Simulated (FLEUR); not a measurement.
# SnSe (Fm-3m) in FLEUR: notebook

The runs below take SnSe through band structure, equation of state, with r2SCAN, LDA.

All numbers are computed with FLEUR MaX-R8.1 (later development tree); they aren't measurements. Logs are shortened: lines on timing, memory, paths and dates and some standing lists are left out, and cuts for length are marked.

## Step 1: The structure

The structure is cubic, space group Fm-3m (No. 225). Conventional cell: a = 6.020 Å, b = 6.020 Å, c = 6.020 Å, α = 90.00°, β = 90.00°, γ = 90.00°. Sn (site symmetry m-3m) is surrounded by 6 Se at 3.01 Å. Se (site symmetry m-3m) is surrounded by 6 Sn at 3.01 Å.

Measurements of this composition are mostly on another form, of space group No. 62.

## Step 2: Band structure, r2SCAN

Input file inp.xml:

```xml
<?xml version="1.0" encoding="UTF-8" standalone="no"?>
<fleurInput fleurInputVersion="0.39">
   <comment>
      SnSe                                                                                                
   </comment>
   <calculationSetup>
      <cutoffs Kmax="4.1" Gmax="12.7" GmaxXC="12.7" numbands="0"/>
      <scfLoop itmax="80" minDistance="0.0001" maxIterBroyd="30" imix="Anderson" alpha="0.05" precondParam="0.0" spinf="2.0" sdNocoIR="T"/>
      <coreElectrons ctail="F" frcor="F" kcrel="0" coretail_lmax="0"/>
      <xcFunctional name="LibXC" relativisticCorrections="F">
         <LibXCName exchange="mgga_x_r2scan" correlation="mgga_c_r2scan"/>
         <AuxGGA exchange="117" correlation="130"/>
      </xcFunctional>
      <magnetism jspins="1"/>
      <soc l_soc="F" theta="0.0" phi="0.0" spav="F"/>
      <expertModes spex="0" secvar="F"/>
      <geometryOptimization l_f="F" forcealpha="1.0" forcemix="BFGS" epsdisp="0.00001" epsforce="0.00001"/>
      <ldaU l_linMix="F" mixParam="0.05" spinf="1.0"/>
   </calculationSetup>
   <cell>
      <bzIntegration valenceElectrons="38.0" mode="hist" fermiSmearingEnergy="0.00183747">
         <kPointListSelection listName="default-1"/>
         <!-- k-points included here -->
         <xi:include xmlns:xi="http://www.w3.org/2001/XInclude" href="kpts.xml"> </xi:include>
      </bzIntegration>
      <!-- symmetry operations included here -->
[... 34 lines left out ...]
         </electronConfig>
         <energyParameters s="4" p="4" d="4" f="4"/>
         <lo type="SCLO" l="2" n="3" eDeriv="0"/>
         <lo type="SCLO" l="0" n="4" eDeriv="2"/>
         <lo type="SCLO" l="1" n="4" eDeriv="2"/>
         <lo type="SCLO" l="3" n="4" eDeriv="2"/>
      </species>
   </atomSpecies>
   <atomGroups>
      <atomGroup species="Tin (Sn)">
         <relPos label="                   1">.0000000000 .0000000000 .0000000000</relPos>
         <force calculate="T" relaxXYZ="TTT"/>
      </atomGroup>
      <atomGroup species="Selenium (Se)">
         <relPos label="                   2">1.000/2.000 1.000/2.000 1.000/2.000</relPos>
         <force calculate="T" relaxXYZ="TTT"/>
      </atomGroup>
   </atomGroups>
   <output dos="F" band="F" slice="F">
      <checks vchk="F" cdinf="F"/>
      <bandDOS minEnergy="-.5*Htr" maxEnergy="0.5*Htr" sigma="0.015" storeEVData="T"/>
      <vacuumDOS vacdos="F" integ="F" star="F" nstars="0" locx1="0.0" locy1="0.0" locx2="0.0" locy2="0.0" nstm="0" tworkf="0.0"/>
      <unfoldingBand unfoldBand="F" supercellX="1" supercellY="1" supercellZ="1"/>
      <plotting iplot="0" polar="F">
         <plot TwoD="T" vec1="  1.0  0.0  0.0" vec2="  0.0  1.0  0.0" vec3="  0.0  0.0  1.0" zero="  0.0  0.0  0.0" file="plot"/>
      </plotting>
      <chargeDensitySlicing numkpt="0" minEigenval="0.0" maxEigenval="0.0" nnne="0" pallst="F"/>
      <specialOutput eonly="F"/>
      <moessbauerParams electricFieldGradient="T" isomerShift="T" coreHyperfine="T" valenceHyperfine="T"/>
      <magneticCircularDichroism mcd="F" energyLo="-10.0" energyUp="0.0"/>
   </output>
  <!-- We include the file relax.xml here to enable relaxations (see documentation) -->
  <xi:include xmlns:xi="http://www.w3.org/2001/XInclude" href="relax.xml"> <xi:fallback/> </xi:include>
</fleurInput>
```

Input file crystal.txt:

```
SnSe
&input cartesian=F /
0.0000000000  3.0100000000  3.0100000000
3.0100000000  0.0000000000  3.0100000000
3.0100000000  3.0100000000  0.0000000000
1.8897261246
1.0 1.0 1.0

2
50 0.0000000000  0.0000000000  0.0000000000
34 0.5000000000  0.5000000000  0.5000000000

&kpt div1=8 div2=8 div3=8 gamma=T /
```

Input file inp.xml (bands):

```
<?xml version="1.0" encoding="UTF-8" standalone="no"?>
<fleurInput fleurInputVersion="0.39">
   <comment>
      SnSe                                                                                                
   </comment>
   <calculationSetup>
      <cutoffs Kmax="4.1" Gmax="12.7" GmaxXC="12.7" numbands="0"/>
      <scfLoop itmax="80" minDistance="0.0001" maxIterBroyd="30" imix="Anderson" alpha="0.05" precondParam="0.0" spinf="2.0" sdNocoIR="T"/>
      <coreElectrons ctail="F" frcor="F" kcrel="0" coretail_lmax="0"/>
      <xcFunctional name="LibXC" relativisticCorrections="F">
         <LibXCName exchange="mgga_x_r2scan" correlation="mgga_c_r2scan"/>
         <AuxGGA exchange="117" correlation="130"/>
      </xcFunctional>
      <magnetism jspins="1"/>
      <soc l_soc="F" theta="0.0" phi="0.0" spav="F"/>
      <expertModes spex="0" secvar="F"/>
      <geometryOptimization l_f="F" forcealpha="1.0" forcemix="BFGS" epsdisp="0.00001" epsforce="0.00001"/>
      <ldaU l_linMix="F" mixParam="0.05" spinf="1.0"/>
   </calculationSetup>
   <cell>
      <bzIntegration valenceElectrons="38.0" mode="hist" fermiSmearingEnergy="0.00183747">
         <kPointListSelection listName="path-1"/>
         <!-- k-points included here -->
         <xi:include xmlns:xi="http://www.w3.org/2001/XInclude" href="kpts.xml"> </xi:include>
      </bzIntegration>
      <!-- symmetry operations included here -->
[... 34 lines left out ...]
         </electronConfig>
         <energyParameters s="4" p="4" d="4" f="4"/>
         <lo type="SCLO" l="2" n="3" eDeriv="0"/>
         <lo type="SCLO" l="0" n="4" eDeriv="2"/>
         <lo type="SCLO" l="1" n="4" eDeriv="2"/>
         <lo type="SCLO" l="3" n="4" eDeriv="2"/>
      </species>
   </atomSpecies>
   <atomGroups>
      <atomGroup species="Tin (Sn)">
         <relPos label="                   1">.0000000000 .0000000000 .0000000000</relPos>
         <force calculate="T" relaxXYZ="TTT"/>
      </atomGroup>
      <atomGroup species="Selenium (Se)">
         <relPos label="                   2">1.000/2.000 1.000/2.000 1.000/2.000</relPos>
         <force calculate="T" relaxXYZ="TTT"/>
      </atomGroup>
   </atomGroups>
   <output dos="F" band="T" slice="F">
      <checks vchk="F" cdinf="F"/>
      <bandDOS minEnergy="-.5*Htr" maxEnergy="0.5*Htr" sigma="0.015" storeEVData="T"/>
      <vacuumDOS vacdos="F" integ="F" star="F" nstars="0" locx1="0.0" locy1="0.0" locx2="0.0" locy2="0.0" nstm="0" tworkf="0.0"/>
      <unfoldingBand unfoldBand="F" supercellX="1" supercellY="1" supercellZ="1"/>
      <plotting iplot="0" polar="F">
         <plot TwoD="T" vec1="  1.0  0.0  0.0" vec2="  0.0  1.0  0.0" vec3="  0.0  0.0  1.0" zero="  0.0  0.0  0.0" file="plot"/>
      </plotting>
      <chargeDensitySlicing numkpt="0" minEigenval="0.0" maxEigenval="0.0" nnne="0" pallst="F"/>
      <specialOutput eonly="F"/>
      <moessbauerParams electricFieldGradient="T" isomerShift="T" coreHyperfine="T" valenceHyperfine="T"/>
      <magneticCircularDichroism mcd="F" energyLo="-10.0" energyUp="0.0"/>
   </output>
  <!-- We include the file relax.xml here to enable relaxations (see documentation) -->
  <xi:include xmlns:xi="http://www.w3.org/2001/XInclude" href="relax.xml"> <xi:fallback/> </xi:include>
</fleurInput>
```

Potentials or basis: all-electron, FLAPW.

Command:

```console
$ inpgen -f crystal.txt -profile fastHighL
$ # inp.xml edited to the form shown
$ fleur_MPI
$ fleur_MPI   # second run, on inp.xml (bands)
```

Standard output:

```text
Welcome to FLEUR        (www.flapw.de)
      MaX-Release 8.1          (www.max-centre.eu)
 func_ids         498         497         498         497
 MetaGGA potential functional detected - V_tau will be computed
 Auxiliary Potential for radial basis: exchange=         117  correlation=         130
The functional 'Re-regularized SCAN exchange by Furness et al' is an exchange functional, it belongs to the 'MGGA' family and is defined in the reference(s):
[1] J. W. Furness, A. D. Kaplan, J. Ning, J. P. Perdew, and J. Sun.,  J. Phys. Chem. Lett. 11, 8208-8215 (2020)
[2] J. W. Furness, A. D. Kaplan, J. Ning, J. P. Perdew, and J. Sun.,  J. Phys. Chem. Lett. 11, 9248-9248 (2020)
The functional 'Re-regularized SCAN correlation by Furness et al' is a correlation functional, it belongs to the 'MGGA' family and is defined in the reference(s):
[1] J. W. Furness, A. D. Kaplan, J. Ning, J. P. Perdew, and J. Sun.,  J. Phys. Chem. Lett. 11, 8208-8215 (2020)
[2] J. W. Furness, A. D. Kaplan, J. Ning, J. P. Perdew, and J. Sun.,  J. Phys. Chem. Lett. 11, 9248-9248 (2020)
 Using same functional for VXC and EXC

 ========== k-point set info ==========
 Selected k-point list: default-1
 k-point list type: mesh
 8 x 8 x 8
 Number of k points: 29

 ------------Calculation Setup---------------------------
 Number of MPI-tasks      :            1
 Number of PE/node        :            1
 Number of OMP-threads    :            1
 Most efficient MPI parallelization for:
           1          29
 Additional eigenvalue parallelization possible
 Number of basis functions:          514
 Approximate size of matrices (H+S) per k-point:         0.004 GB
 --------------------------------------------------------
The functional 'Hammer, Hansen, and Norskov' is an exchange functional, it belongs to the 'GGA' family and is defined in the reference(s):
[1] B. Hammer, L. B. Hansen, and J. K. Nørskov.,  Phys. Rev. B 59, 7413 (1999)
The functional 'Perdew, Burke & Ernzerhof' is a correlation functional, it belongs to the 'GGA' family and is defined in the reference(s):
[1] J. P. Perdew, K. Burke, and M. Ernzerhof.,  Phys. Rev. Lett. 77, 3865 (1996)
[2] J. P. Perdew, K. Burke, and M. Ernzerhof.,  Phys. Rev. Lett. 78, 1396 (1997)
 Using same functional for VXC and EXC
 Using auxiliary GGA potential for the first iteration of MetaGGA calculation.
 Reset of history
 Reset of history
 Iteration:     1   Distance:      22.82095201 me/bohr^3
The functional 'Hammer, Hansen, and Norskov' is an exchange functional, it belongs to the 'GGA' family and is defined in the reference(s):
[1] B. Hammer, L. B. Hansen, and J. K. Nørskov.,  Phys. Rev. B 59, 7413 (1999)
The functional 'Perdew, Burke & Ernzerhof' is a correlation functional, it belongs to the 'GGA' family and is defined in the reference(s):
[1] J. P. Perdew, K. Burke, and M. Ernzerhof.,  Phys. Rev. Lett. 77, 3865 (1996)
[2] J. P. Perdew, K. Burke, and M. Ernzerhof.,  Phys. Rev. Lett. 78, 1396 (1997)
 Using same functional for VXC and EXC
 Iteration:     2   Distance:      21.61470322 me/bohr^3
The functional 'Hammer, Hansen, and Norskov' is an exchange functional, it belongs to the 'GGA' family and is defined in the reference(s):
[1] B. Hammer, L. B. Hansen, and J. K. Nørskov.,  Phys. Rev. B 59, 7413 (1999)
The functional 'Perdew, Burke & Ernzerhof' is a correlation functional, it belongs to the 'GGA' family and is defined in the reference(s):
[1] J. P. Perdew, K. Burke, and M. Ernzerhof.,  Phys. Rev. Lett. 77, 3865 (1996)
[2] J. P. Perdew, K. Burke, and M. Ernzerhof.,  Phys. Rev. Lett. 78, 1396 (1997)
 Using same functional for VXC and EXC
 Iteration:     3   Distance:      20.44945948 me/bohr^3
The functional 'Hammer, Hansen, and Norskov' is an exchange functional, it belongs to the 'GGA' family and is defined in the reference(s):
[1] B. Hammer, L. B. Hansen, and J. K. Nørskov.,  Phys. Rev. B 59, 7413 (1999)
The functional 'Perdew, Burke & Ernzerhof' is a correlation functional, it belongs to the 'GGA' family and is defined in the reference(s):
[1] J. P. Perdew, K. Burke, and M. Ernzerhof.,  Phys. Rev. Lett. 77, 3865 (1996)
[2] J. P. Perdew, K. Burke, and M. Ernzerhof.,  Phys. Rev. Lett. 78, 1396 (1997)
 Using same functional for VXC and EXC
 Iteration:     4   Distance:       6.00686678 me/bohr^3
The functional 'Hammer, Hansen, and Norskov' is an exchange functional, it belongs to the 'GGA' family and is defined in the reference(s):
[1] B. Hammer, L. B. Hansen, and J. K. Nørskov.,  Phys. Rev. B 59, 7413 (1999)
The functional 'Perdew, Burke & Ernzerhof' is a correlation functional, it belongs to the 'GGA' family and is defined in the reference(s):
[1] J. P. Perdew, K. Burke, and M. Ernzerhof.,  Phys. Rev. Lett. 77, 3865 (1996)
[2] J. P. Perdew, K. Burke, and M. Ernzerhof.,  Phys. Rev. Lett. 78, 1396 (1997)
 Using same functional for VXC and EXC
 Iteration:     5   Distance:       0.89611170 me/bohr^3
The functional 'Hammer, Hansen, and Norskov' is an exchange functional, it belongs to the 'GGA' family and is defined in the reference(s):
[1] B. Hammer, L. B. Hansen, and J. K. Nørskov.,  Phys. Rev. B 59, 7413 (1999)
The functional 'Perdew, Burke & Ernzerhof' is a correlation functional, it belongs to the 'GGA' family and is defined in the reference(s):
[1] J. P. Perdew, K. Burke, and M. Ernzerhof.,  Phys. Rev. Lett. 77, 3865 (1996)
[2] J. P. Perdew, K. Burke, and M. Ernzerhof.,  Phys. Rev. Lett. 78, 1396 (1997)
 Using same functional for VXC and EXC
 Iteration:     6   Distance:       0.78131019 me/bohr^3
The functional 'Hammer, Hansen, and Norskov' is an exchange functional, it belongs to the 'GGA' family and is defined in the reference(s):
[1] B. Hammer, L. B. Hansen, and J. K. Nørskov.,  Phys. Rev. B 59, 7413 (1999)
The functional 'Perdew, Burke & Ernzerhof' is a correlation functional, it belongs to the 'GGA' family and is defined in the reference(s):
[1] J. P. Perdew, K. Burke, and M. Ernzerhof.,  Phys. Rev. Lett. 77, 3865 (1996)
[2] J. P. Perdew, K. Burke, and M. Ernzerhof.,  Phys. Rev. Lett. 78, 1396 (1997)
 Using same functional for VXC and EXC
[... 26 lines left out ...]
[2] J. P. Perdew, K. Burke, and M. Ernzerhof.,  Phys. Rev. Lett. 78, 1396 (1997)
 Using same functional for VXC and EXC
 Iteration:    11   Distance:       0.00991506 me/bohr^3
The functional 'Hammer, Hansen, and Norskov' is an exchange functional, it belongs to the 'GGA' family and is defined in the reference(s):
[1] B. Hammer, L. B. Hansen, and J. K. Nørskov.,  Phys. Rev. B 59, 7413 (1999)
The functional 'Perdew, Burke & Ernzerhof' is a correlation functional, it belongs to the 'GGA' family and is defined in the reference(s):
[1] J. P. Perdew, K. Burke, and M. Ernzerhof.,  Phys. Rev. Lett. 77, 3865 (1996)
[2] J. P. Perdew, K. Burke, and M. Ernzerhof.,  Phys. Rev. Lett. 78, 1396 (1997)
 Using same functional for VXC and EXC
 Iteration:    12   Distance:       0.00117748 me/bohr^3
The functional 'Hammer, Hansen, and Norskov' is an exchange functional, it belongs to the 'GGA' family and is defined in the reference(s):
[1] B. Hammer, L. B. Hansen, and J. K. Nørskov.,  Phys. Rev. B 59, 7413 (1999)
The functional 'Perdew, Burke & Ernzerhof' is a correlation functional, it belongs to the 'GGA' family and is defined in the reference(s):
[1] J. P. Perdew, K. Burke, and M. Ernzerhof.,  Phys. Rev. Lett. 77, 3865 (1996)
[2] J. P. Perdew, K. Burke, and M. Ernzerhof.,  Phys. Rev. Lett. 78, 1396 (1997)
 Using same functional for VXC and EXC
 Iteration:    13   Distance:       0.00034803 me/bohr^3
The functional 'Hammer, Hansen, and Norskov' is an exchange functional, it belongs to the 'GGA' family and is defined in the reference(s):
[1] B. Hammer, L. B. Hansen, and J. K. Nørskov.,  Phys. Rev. B 59, 7413 (1999)
The functional 'Perdew, Burke & Ernzerhof' is a correlation functional, it belongs to the 'GGA' family and is defined in the reference(s):
[1] J. P. Perdew, K. Burke, and M. Ernzerhof.,  Phys. Rev. Lett. 77, 3865 (1996)
[2] J. P. Perdew, K. Burke, and M. Ernzerhof.,  Phys. Rev. Lett. 78, 1396 (1997)
 Using same functional for VXC and EXC
 Iteration:    14   Distance:       0.00014126 me/bohr^3
The functional 'Hammer, Hansen, and Norskov' is an exchange functional, it belongs to the 'GGA' family and is defined in the reference(s):
[1] B. Hammer, L. B. Hansen, and J. K. Nørskov.,  Phys. Rev. B 59, 7413 (1999)
The functional 'Perdew, Burke & Ernzerhof' is a correlation functional, it belongs to the 'GGA' family and is defined in the reference(s):
[1] J. P. Perdew, K. Burke, and M. Ernzerhof.,  Phys. Rev. Lett. 77, 3865 (1996)
[2] J. P. Perdew, K. Burke, and M. Ernzerhof.,  Phys. Rev. Lett. 78, 1396 (1997)
 Using same functional for VXC and EXC
 Iteration:    15   Distance:       0.00001310 me/bohr^3

 ********************************************************************
 Run finished successfully
 Stop message:
   all done
 ********************************************************************
```

It took 46 s on 1 thread of Intel Xeon 6975P-C (Granite Rapids), shared host; peak memory 0.09 GiB.

What came out:

| Item | Value |
| --- | --- |
| Free energy | -234280.3428 eV |
| Band gap on the k mesh | 0.45 eV, direct |
| Band gap along the path | 0.23 eV, indirect (least direct gap 0.27 eV) |
| Valence electrons inside the program's atomic spheres | Sn 20.05; Se 14.91 (radii Sn 2.66, Se 2.56 bohr) |

Levels at the corners of the path, in eV from the valence-band top:
```csv
point,band 17,band 18,band 19,band 20,band 21,band 22
Γ,-2.64,-2.64,-2.64,4.36,4.36,4.36
X,-5.95,-4.10,-4.10,3.10,5.46,5.46
W,-5.17,-5.17,-1.12,1.45,4.87,4.87
K,-5.53,-3.61,-2.78,3.28,3.59,5.44
Γ,-2.64,-2.64,-2.64,4.36,4.36,4.36
L,-2.37,-2.37,0.00,0.45,1.14,1.14
U,-5.53,-3.61,-2.78,3.28,3.59,5.44
W,-5.17,-5.17,-1.12,1.45,4.87,4.87
L,-2.37,-2.37,0.00,0.45,1.14,1.14
K,-5.53,-3.61,-2.78,3.28,3.59,5.44
U,-5.53,-3.61,-2.78,3.28,3.59,5.44
X,-5.95,-4.10,-4.10,3.10,5.46,5.46
```

Core levels (eV from the Fermi level):
| atom | levels |
| --- | --- |
| 1 Sn | 1s1/2 -28993.6, 2s1/2 -4372.6, 2p1/2 -4083.6, 2p3/2 -3852.9, 3s1/2 -840.9, 3p1/2 -723.6, 3p3/2 -681.4, 3d3/2 -474.4, 3d5/2 -465.7 |
| 2 Se | 1s1/2 -12496.5, 2s1/2 -1601.0, 2p1/2 -1435.4, 2p3/2 -1393.6, 3s1/2 -208.1, 3p1/2 -151.4, 3p3/2 -145.6 |

Caveat: the meta-GGA is that of a development version, with a GGA for the radial functions and cores and without core tails; spin-orbit coupling is left out, which moves the levels of the heavy elements; the mesh misses the band edges, which the band path finds closer together.

(Part 1 of 2 ends here.)
